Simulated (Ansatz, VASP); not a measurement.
C in VASP and in Ansatz

Contents of INCAR:

```
SYSTEM = C
  PREC = Accurate
  ENCUT = 600
  EDIFF = 1E-6
  ISMEAR = 0
  SIGMA = 0.1
  LREAL = .False.
  LASPH = .True.
  NELM = 80
  ALGO = Normal
  ISIF = 3
  LWAVE = .False.
  LCHARG = .False.
  GGA = PE
  IBRION = 2
  NSW = 90
  EDIFFG = -0.04
```

File KPOINTS:

```
regular mesh
0
Gamma
  8 8 8
  0 0 0
```

File POSCAR:

```
C
1.0
    0.0000000000      2.0684949800      2.0684949800
    2.0684949800      0.0000000000      2.0684949800
    2.0684949800      2.0684949800      0.0000000000
C
3
Direct
    0.0000000000      0.0000000000      0.0000000000
    0.7500000000      0.7500000000      0.7500000000
    0.2500000000      0.2500000000      0.2500000000
```

Input for Ansatz:

```yaml
crystal:
  lattice:
    - [0.0, 2.06849498, 2.06849498]
    - [2.06849498, 0.0, 2.06849498]
    - [2.06849498, 2.06849498, 0.0]
  atoms:
    - { symbol: C, position: [0.0, 0.0, 0.0] }
    - { symbol: C, position: [0.75, 0.75, 0.75] }
    - { symbol: C, position: [0.25, 0.25, 0.25] }
basis:
  ecutwfc: 420
kpoints:
  mp_grid: { grid: [8, 8, 8] }
hamiltonian:
  xc: pbe
scf:
  occupations: { method: gaussian, width: 0.1 }
  lower_state_search: "off"
output:
  forces: true
  stress: true
  eigenvalues: true
relax:
  adjacent_minimum: "off"
  f_tol: 0.04
  max_steps: 70
  cell: { stress_tol: 0.4 }
```

Alike in both runs: task relaxation of cell and atoms; functional PBE; k mesh 8 × 8 × 8; occupations gaussian, width 0.1 eV; no spin polarisation.

|  | VASP | Ansatz |
| --- | --- | --- |
| version | VASP 6.6.1 | Ansatz 0.2.0 |
| potentials or method | VASP PAW PBE potentials, release 64 (C) | scalar-relativistic, plane waves, PAW |
| plane-wave cutoff (eV) | 600 | 420 |
| valence electrons in the cell | 12 | 12 |

|  | VASP | Ansatz | Ansatz less VASP |
| --- | --- | --- | --- |
| gap on the k mesh at the Fermi level, each at its own relaxed structure (eV) | none | none | - |
| relaxed volume (Å³/atom) | 6.79 | 6.78 | -0.017 |
| relaxed cell length with the largest relative difference (Å) | 3.066 | 3.063 | -0.0025 |
| energy change over the relaxation (meV/atom) | -86 | -86 | -0.3 |

A gap of «none» marks a metal or a gap that the smearing closes.

Caveats: the volume moved by over 15 % at a fixed basis, so the end points are rough (VASP).
